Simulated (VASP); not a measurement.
The system is KI.

```xyz
16
Lattice="0.0000 7.0655 7.0655 7.0655 0.0000 7.0655 7.0655 7.0655 0.0000" Properties=species:S:1:pos:R:3 pbc="T T T"
K     0.0000    0.0000    0.0000
K     3.5328    3.5328    0.0000
K     3.5328    0.0000    3.5328
K     7.0655    3.5328    3.5328
K     0.0000    3.5328    3.5328
K     3.5328    7.0655    3.5328
K     3.5328    3.5328    7.0655
K     7.0655    7.0655    7.0655
I     3.5328    3.5328    3.5328
I     7.0655    7.0655    3.5328
I     7.0655    3.5328    7.0655
I    10.5983    7.0655    7.0655
I     3.5328    7.0655    7.0655
I     7.0655   10.5983    7.0655
I     7.0655    7.0655   10.5983
I    10.5983   10.5983   10.5983
```

| Item | Value |
| --- | --- |
| Program | VASP 6.6.1 |
| Task | phonon dispersion |
| Functional | PBE |
| Potentials or basis | VASP PAW PBE potentials, release 64 (K_sv, I) |
| Cutoff | 520 eV |
| k mesh | 2 × 2 × 2 |
| Occupations | gaussian, width 0.03 eV |
| Spin | no spin polarisation |
| Long-range dipole term | yes |
| Supercell matrix | [2, 0, 0, 0, 2, 0, 0, 0, 2] |
| Further INCAR settings | LREAL = Auto; ALGO = Fast; EDIFF = 1e-07; IBRION = 6; POTIM = 0.015; NSW = 1 |

**Question.** Is this structure dynamically stable at this level, and how far does the spectrum reach?

**Answer.** Yes, as far as this q mesh shows: no mode on the path is imaginary. The highest frequency is 132 cm⁻¹.

Phonon frequencies at the corners of the path (cm⁻¹, interpolated; i marks imaginary ones):
```csv
point,frequencies
Γ,0 0 0 95 95 132
X,15 15 42 96 96 102
W,31 31 51 88 101 101
K,30 36 45 89 100 102
L,48 48 64 80 80 123
U,30 36 45 89 100 102
```

A q mesh this small can miss soft modes between its points.

Caveat: the k mesh is coarse (spacing up to 0.39 Å⁻¹), so the values aren't converged.
